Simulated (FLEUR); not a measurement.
# Ge (Fd-3m) in FLEUR: notebook, part 2 of 2

FLEUR MaX-R8.1 (later development tree). Earlier steps stand in the parts before.

### 3 Equation of state, revPBE, 21.28 Å³/atom (volume scaled by 0.94)

File inp.xml:

```xml
<?xml version="1.0" encoding="UTF-8" standalone="no"?>
<fleurInput fleurInputVersion="0.39">
   <comment>
      Ge                                                                                                  
   </comment>
   <calculationSetup>
      <cutoffs Kmax="3.99" Gmax="12.4" GmaxXC="12.4" numbands="0"/>
      <scfLoop itmax="60" minDistance="0.00001" maxIterBroyd="15" imix="Anderson" alpha="0.05" precondParam="0.0" spinf="2.0" sdNocoIR="T"/>
      <coreElectrons ctail="T" frcor="F" kcrel="0" coretail_lmax="0"/>
      <xcFunctional name="rpbe" relativisticCorrections="F"/>
      <magnetism jspins="1"/>
      <soc l_soc="F" theta="0.0" phi="0.0" spav="F"/>
      <expertModes spex="0" secvar="F"/>
      <geometryOptimization l_f="F" forcealpha="1.0" forcemix="BFGS" epsdisp="0.00001" epsforce="0.00001"/>
      <ldaU l_linMix="F" mixParam="0.05" spinf="1.0"/>
   </calculationSetup>
   <cell>
      <bzIntegration valenceElectrons="44.0" mode="hist" fermiSmearingEnergy="0.00183747">
         <kPointListSelection listName="default-1"/>
         <!-- k-points included here -->
         <xi:include xmlns:xi="http://www.w3.org/2001/XInclude" href="kpts.xml"> </xi:include>
      </bzIntegration>
      <!-- symmetry operations included here -->
      <xi:include xmlns:xi="http://www.w3.org/2001/XInclude" href="sym.xml"> </xi:include>
      <bulkLattice scale="0.9795861087">
         <bravaisMatrix>
            <row-1>    0.0000000000000000     5.3458651311421859     5.3458651311421859</row-1>
            <row-2>    5.3458651311421859     0.0000000000000000     5.3458651311421859</row-2>
            <row-3>    5.3458651311421859     5.3458651311421859     0.0000000000000000</row-3>
         </bravaisMatrix>
      </bulkLattice>
   </cell>
   <atomSpecies>
      <species name="Germanium (Ge)" element="Ge" atomicNumber="32">
         <mtSphere radius="2.08" gridPoints="707" logIncrement="0.017"/>
         <atomicCutoffs lmax="9" lnonsphr="7"/>
         <electronConfig flipSpins="F">
            <coreConfig>(1s1/2) (2s1/2) (2p1/2) (2p3/2)</coreConfig>
            <valenceConfig>(3s1/2) (3p1/2) (3p3/2) (4s1/2) (3d3/2) (3d5/2) (4p1/2) (4p3/2)</valenceConfig>
            <stateOccupation state="(4p1/2)" spinUp="0.333333" spinDown="0.333333"/>
            <stateOccupation state="(4p3/2)" spinUp="0.666667" spinDown="0.666667"/>
         </electronConfig>
         <energyParameters s="4" p="4" d="3" f="4"/>
         <lo type="SCLO" l="0" n="3" eDeriv="0"/>
         <lo type="SCLO" l="1" n="3" eDeriv="0"/>
         <lo type="SCLO" l="1" n="3" eDeriv="1"/>
         <lo type="HELO" l="2" n="4" eDeriv="0"/>
         <lo type="HELO" l="2" n="4" eDeriv="1"/>
         <lo type="SCLO" l="3" n="4" eDeriv="2"/>
      </species>
   </atomSpecies>
   <atomGroups>
      <atomGroup species="Germanium (Ge)">
         <relPos label="                   1">-3.000/8.000 -3.000/8.000 -3.000/8.000</relPos>
         <relPos label="                   2">3.000/8.000 3.000/8.000 3.000/8.000</relPos>
         <force calculate="T" relaxXYZ="TTT"/>
      </atomGroup>
   </atomGroups>
   <output dos="F" band="F" slice="F">
      <checks vchk="F" cdinf="F"/>
      <bandDOS minEnergy="-.5*Htr" maxEnergy="0.5*Htr" sigma="0.015" storeEVData="T"/>
      <vacuumDOS vacdos="F" integ="F" star="F" nstars="0" locx1="0.0" locy1="0.0" locx2="0.0" locy2="0.0" nstm="0" tworkf="0.0"/>
      <unfoldingBand unfoldBand="F" supercellX="1" supercellY="1" supercellZ="1"/>
      <plotting iplot="0" polar="F">
         <plot TwoD="T" vec1="  1.0  0.0  0.0" vec2="  0.0  1.0  0.0" vec3="  0.0  0.0  1.0" zero="  0.0  0.0  0.0" file="plot"/>
      </plotting>
      <chargeDensitySlicing numkpt="0" minEigenval="0.0" maxEigenval="0.0" nnne="0" pallst="F"/>
      <specialOutput eonly="F"/>
      <moessbauerParams electricFieldGradient="T" isomerShift="T" coreHyperfine="T" valenceHyperfine="T"/>
      <magneticCircularDichroism mcd="F" energyLo="-10.0" energyUp="0.0"/>
   </output>
  <!-- We include the file relax.xml here to enable relaxations (see documentation) -->
  <xi:include xmlns:xi="http://www.w3.org/2001/XInclude" href="relax.xml"> <xi:fallback/> </xi:include>
</fleurInput>
```

Potentials or basis: all-electron, FLAPW.

The run is started by

```sh
$ inpgen -f crystal.txt -profile fastHighL
$ # inp.xml edited to the form shown
$ fleur_MPI
```

Output:

```text
Welcome to FLEUR        (www.flapw.de)
      MaX-Release 8.1          (www.max-centre.eu)

 ========== k-point set info ==========
 Selected k-point list: default-1
 k-point list type: mesh
 8 x 8 x 8
 Number of k points: 29

 ------------Calculation Setup---------------------------
 Number of MPI-tasks      :            1
 Number of PE/node        :            1
 Number of OMP-threads    :            1
 Most efficient MPI parallelization for:
           1          29
 Additional eigenvalue parallelization possible
 Number of basis functions:          415
 Approximate size of matrices (H+S) per k-point:         0.003 GB
 --------------------------------------------------------
 Iteration:     1   Distance:       7.08150095 me/bohr^3
 Iteration:     2   Distance:       6.63245945 me/bohr^3
 Iteration:     3   Distance:       2.51806060 me/bohr^3
 Iteration:     4   Distance:       0.40901037 me/bohr^3
 Iteration:     5   Distance:       0.36103956 me/bohr^3
 Iteration:     6   Distance:       0.05244724 me/bohr^3
 Iteration:     7   Distance:       0.08343232 me/bohr^3
 Iteration:     8   Distance:       0.00907717 me/bohr^3
 Iteration:     9   Distance:       0.00377693 me/bohr^3
 Iteration:    10   Distance:       0.00106193 me/bohr^3
 Iteration:    11   Distance:       0.00012069 me/bohr^3
 Iteration:    12   Distance:       0.00013917 me/bohr^3
 Iteration:    13   Distance:       0.00000543 me/bohr^3

 ********************************************************************
 Run finished successfully
 Stop message:
   all done
 ********************************************************************
```

out.xml (last iteration):

```text
<iteration numberForCurrentRun="   13" overallNumber="   13">
         <energyParameters units="Htr">
            <atomicEP atomType="1" spin="1" branch="4s" branchLowest="-5.77" branchHighest="1.22" value="-0.1629273789"/>
            <atomicEP atomType="1" spin="1" branch="4p" branchLowest="-3.82" branchHighest="1.95" value="0.0363288181"/>
            <atomicEP atomType="1" spin="1" branch="3d" branchLowest="-9.99" branchHighest="-0.62" value="-0.6497491365"/>
            <atomicEP atomType="1" spin="1" branch="4f" branchLowest="-9.99" branchHighest="3.89" value="0.3868260486"/>
            <loAtomicEP atomType="1" spin="1" branch="3s" branchLowest="-49.98" branchHighest="-5.77" value="-5.7732966178"/>
            <loAtomicEP atomType="1" spin="1" branch="3p" branchLowest="-43.61" branchHighest="-3.82" value="-3.8299779130"/>
            <loAtomicEP atomType="1" spin="1" branch="3p" branchLowest="-43.61" branchHighest="-3.82" value="-3.8299779130"/>
            <heloAtomicEP atomType="1" spin="1" branch="4d" branchLowest="2.31" branchHighest="2.31" value="2.3103143222"/>
            <heloAtomicEP atomType="1" spin="1" branch="4d" branchLowest="2.31" branchHighest="2.31" value="2.3103143222"/>
[... 76 lines left out ...]
            <densityEffectivePotentialIntegral value="-6700.9924468378"/>
            <chargeDenXCDenIntegral value="-159.8678512490"/>
            <FockExchangeEnergyValence value="0.0000000000"/>
            <FockExchangeEnergyCore value="0.0000000000"/>
            <atomTypeDependentContributions atomType="1">
               <electronNucleiInteractionDifferentMTs value="5042.7539716093"/>
               <MadelungTerm value="-35.6117886056"/>
            </atomTypeDependentContributions>
            <tkbTimesEntropy value="0.0000039155"/>
            <freeEnergy value="-4198.4575700856"/>
            <extrapolationTo0K value="-4198.4575681278"/>
         </totalEnergy>
         <densityConvergence units="me/bohr^3">
            <chargeDensity spin="1" distance="0.0000054343"/>
         </densityConvergence>
      </iteration>
```

Run time: 20 s. Hardware: 1 thread of Intel Xeon Platinum 8488C (Sapphire Rapids), shared host; peak memory 0.08 GiB.

What came out:

- Free energy: -114245.8506 eV
- Band gap on the k mesh: 0.44 eV, indirect (least direct gap 0.71 eV)
- Valence electrons inside the program's atomic spheres: Ge 19.82 (radii Ge 2.08 bohr)

Caveat: the plane-wave cutoff is short for the semicore states, which can make moduli rough.

### 4 Equation of state, revPBE, 21.73 Å³/atom (volume scaled by 0.96)

inp.xml, as its differences from that of step 3:

```diff
@@ -24,3 +24,3 @@
       <xi:include xmlns:xi="http://www.w3.org/2001/XInclude" href="sym.xml"> </xi:include>
-      <bulkLattice scale="0.9795861087">
+      <bulkLattice scale="0.9864848297">
          <bravaisMatrix>
```

The run is started by

```sh
$ inpgen -f crystal.txt -profile fastHighL
$ # inp.xml edited to the form shown
$ fleur_MPI
```

It took 21 s on 1 thread of Intel Xeon Platinum 8488C (Sapphire Rapids), shared host; peak memory 0.09 GiB.

The run converged. Its results:

* Free energy: -114245.9036 eV
* Band gap on the k mesh: 0.38 eV, indirect (least direct gap 0.51 eV)
* Valence electrons inside the program's atomic spheres: Ge 19.80 (radii Ge 2.08 bohr)

Caveat: the plane-wave cutoff is short for the semicore states, which can make moduli rough.

### 5 Equation of state, revPBE, 22.64 Å³/atom

inp.xml, as its differences from that of step 4:

```diff
@@ -24,3 +24,3 @@
       <xi:include xmlns:xi="http://www.w3.org/2001/XInclude" href="sym.xml"> </xi:include>
-      <bulkLattice scale="0.9864848297">
+      <bulkLattice scale="1.0000000000">
          <bravaisMatrix>
```

The run is started by

```sh
$ inpgen -f crystal.txt -profile fastHighL
$ # inp.xml edited to the form shown
$ fleur_MPI
```

Wall time 21 s (1 thread of Intel Xeon Platinum 8488C (Sapphire Rapids), shared host); peak memory 0.09 GiB.

The run converged. Its results:

| Quantity | Value |
| --- | --- |
| Free energy | -114245.9770 eV |
| Band gap on the k mesh | 0.13 eV, direct |
| Valence electrons inside the program's atomic spheres | Ge 19.77 (radii Ge 2.08 bohr) |

Caveat: the plane-wave cutoff is short for the semicore states, which can make moduli rough.

### 6 Equation of state, revPBE, 23.54 Å³/atom (volume scaled by 1.04)

inp.xml, as its differences from that of step 5:

```diff
@@ -24,3 +24,3 @@
       <xi:include xmlns:xi="http://www.w3.org/2001/XInclude" href="sym.xml"> </xi:include>
-      <bulkLattice scale="1.0000000000">
+      <bulkLattice scale="1.0131594038">
          <bravaisMatrix>
```

Potentials or basis: all-electron, FLAPW.

The run is started by

```sh
$ inpgen -f crystal.txt -profile fastHighL
$ # inp.xml edited to the form shown
$ fleur_MPI
```

Run time: 22 s. Hardware: 1 thread of Intel Xeon Platinum 8488C (Sapphire Rapids), shared host; peak memory 0.09 GiB.

Results (log left out):

- Free energy: -114246.0153 eV
- Band gap on the k mesh: none (metal or under the smearing width)
- Valence electrons inside the program's atomic spheres: Ge 19.74 (radii Ge 2.08 bohr)

Caveat: the plane-wave cutoff is short for the semicore states, which can make moduli rough.

### 7 Equation of state, revPBE, 24.00 Å³/atom (volume scaled by 1.06)

inp.xml, as its differences from that of step 6:

```diff
@@ -24,3 +24,3 @@
       <xi:include xmlns:xi="http://www.w3.org/2001/XInclude" href="sym.xml"> </xi:include>
-      <bulkLattice scale="1.0131594038">
+      <bulkLattice scale="1.0196128224">
          <bravaisMatrix>
```

The run is started by

```sh
$ inpgen -f crystal.txt -profile fastHighL
$ # inp.xml edited to the form shown
$ fleur_MPI
```

Run time: 23 s. Hardware: 1 thread of Intel Xeon Platinum 8488C (Sapphire Rapids), shared host; peak memory 0.09 GiB.

Results (log left out):

* Free energy: -114246.0241 eV
* Band gap on the k mesh: none (metal or under the smearing width)
* Valence electrons inside the program's atomic spheres: Ge 19.73 (radii Ge 2.08 bohr)

Caveat: the plane-wave cutoff is short for the semicore states, which can make moduli rough.

### 8 Equation of state, revPBE

No new run: the results of the series are fitted here.

Results:

```yaml
Equilibrium_volume: "24.47 Å³/atom (rough: see the caveat)"
Bulk_modulus: 48 GPa (rough)
```

Energy against volume, from the lowest point:
| volume (Å³/atom) | energy (meV/atom) |
| --- | --- |
| 21.281 | 86.74 |
| 21.733 | 60.25 |
| 22.639 | 23.53 |
| 23.545 | 4.38 |
| 23.997 | 0.00 |

Caveat: the minimum lies outside the volumes run; the plane-wave cutoff is short for the semicore states, which can make moduli rough.

### 9 How close it comes

Step 2. A measured gap of Ge is 0.744 eV (indirect; 0 K; “Temperature-dependent photoluminescence in Ge: experiment and theory”, 2020, arxiv:2003.00143); the calculated 0.13 eV misses it by -0.61 eV. 3 values of this kind are on record (0.666 to 0.807 eV); this one was drawn at random among those near their median. Spin-orbit coupling on Ge is left out. The value is that of revPBE, without temperature or zero-point motion. Semilocal functionals fall short of measured gaps as a rule.
